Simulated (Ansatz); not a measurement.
# W: the cost of one run

Method: DFT PBE, scalar-relativistic, plane waves, PAW, in Ansatz 0.2.0.

The COD entry's cell or inner coordinates are ideal or old and differ from later refinements, so a difference from it is no clean test against experiment.

## 1. Starting point

Symmetry: P6_3mc, No. 186, hexagonal system. Conventional cell: a = 3.078 Å, b = 3.078 Å, c = 8.462 Å, α = 90.00°, β = 90.00°, γ = 120.00°. W (site symmetry 3m) is surrounded by 3 W at 1.78 Å.

Structure file:

```cif
data_structure
_symmetry_space_group_name_H-M 'P 1'
_symmetry_Int_Tables_number 1
_cell_length_a 3.0782
_cell_length_b 3.0782
_cell_length_c 8.4620
_cell_angle_alpha 90.000
_cell_angle_beta 90.000
_cell_angle_gamma 120.000
_cell_volume 69.44
loop_
_atom_site_label
_atom_site_type_symbol
_atom_site_fract_x
_atom_site_fract_y
_atom_site_fract_z
_atom_site_occupancy
W1 W 0.00000 0.00000 0.00000 1
W2 W 0.00000 0.00000 0.50000 1
W3 W 0.33333 0.66667 0.00500 1
W4 W 0.66667 0.33333 0.50500 1
```

(A quick probe on a coarse mesh, which set the mesh and smearing, is not shown.)

## 3. Coarse relaxation

File input.yaml:

```yaml
crystal:
  lattice:
    - [3.0782274723, 0.0, 0.0]
    - [-1.5391137362, 2.6658231896, 0.0]
    - [0.0, 0.0, 8.4620140095]
  atoms:
    - { symbol: W, position: [0.0, 0.0, 0.0] }
    - { symbol: W, position: [0.0, 0.0, 0.5] }
    - { symbol: W, position: [0.3333333333, 0.6666666667, 0.005] }
    - { symbol: W, position: [0.6666666667, 0.3333333333, 0.505] }
basis:
  ecutwfc: 420
kpoints:
  mp_grid: { grid: [6, 6, 2] }
hamiltonian:
  xc: pbe
scf:
  occupations: { method: gaussian, width: 0.1 }
  lower_state_search: "off"
output:
  forces: true
  stress: true
  eigenvalues: true
relax:
  adjacent_minimum: "off"
  f_tol: 0.04
  max_steps: 70
  cell: { stress_tol: 0.4 }
```

**Question.** How long does this run take on 1 thread of an Arm CPU, shared host, and how much memory does it need?

About 65 s, with a peak of 0.31 GiB.
